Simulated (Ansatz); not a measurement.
## A series in volume scale on ScAl

Results calculated with Ansatz 0.2.0, not measured. Periodic Kohn-Sham DFT of a crystal at fixed atoms, scaled to volume_scale times the given cell; pressure positive in compression, energy less spherical unpolarised free atoms, largest_vzz the field gradient of largest size among the nuclei.

The cell before it is scaled or strained (space group Pm-3m, No. 221):
```
CELL_PARAMETERS angstrom
3.37030 0.00000 0.00000
0.00000 3.37030 0.00000
0.00000 0.00000 3.37030
ATOMIC_POSITIONS crystal
Sc 0.50000 0.50000 0.50000
Al 0.00000 0.00000 0.00000
```

Settings of every row: method frozen-core PAW; functional LDA; relativity scalar; k mesh 10x10x10; filling fermi-dirac; smearing width 0.05 eV; wave cutoff 420 eV; paw set soft_2.

Atom start moment: 0 on all atoms.

Limits: PAW files made with PBE; the cell comes from a prototype or a list of computed structures and needn't be the stable phase.

| row | volume scale | V (Å³/atom) | pressure (GPa) |
| --- | --- | --- | --- |
| 1 | 0.9405 | 18.003 | 0.441 |
| 2 | 0.97 | 18.567 | -2.161 |
| 3 | 1 | 19.142 | -4.406 |
| 4 | 1.03 | 19.716 | ? |
| 5 | 1.06 | 20.29 | -7.862 |

Question: what pressure should row 4 give?

Worked fit of pressure. Take u = (V_r/V)^(2/3) − 1 with V_r = 18.855 Å³ an atom, which is twice the finite (Eulerian) strain; such expansions in the strain, on which the Birch-Murnaghan equation of state is built, carry the rest volume and the bulk modulus. The shown rows have u = 0.03131, 0.01031, -0.01002, -0.04772. Least squares give pressure = −3.333 + 110.378 × u + 324.21 × u² GPa; a straight line predicts inner rows, each left out in turn, worse (root mean square 0.32 against 0.001 GPa). All shown rows lie on it to the printed digit. The pressure vanishes at u = 0.0279, or V = 18.09 Å³ an atom, and there the bulk modulus at fixed shape and fractions is B = −V dP/dV = (2/3)(1 + u) dP/du = 88 GPa. The withheld row has u = -0.02933, so the fit gives −3.333 + 110.378 × (-0.02933) + 324.21 × (-0.02933)² = -6.291 GPa.

The calculation gave -6.262 GPa. The fit lies 0.029 GPa (0.35 % of the column's range) below it; its largest miss of a shown row is 0.000 GPa.
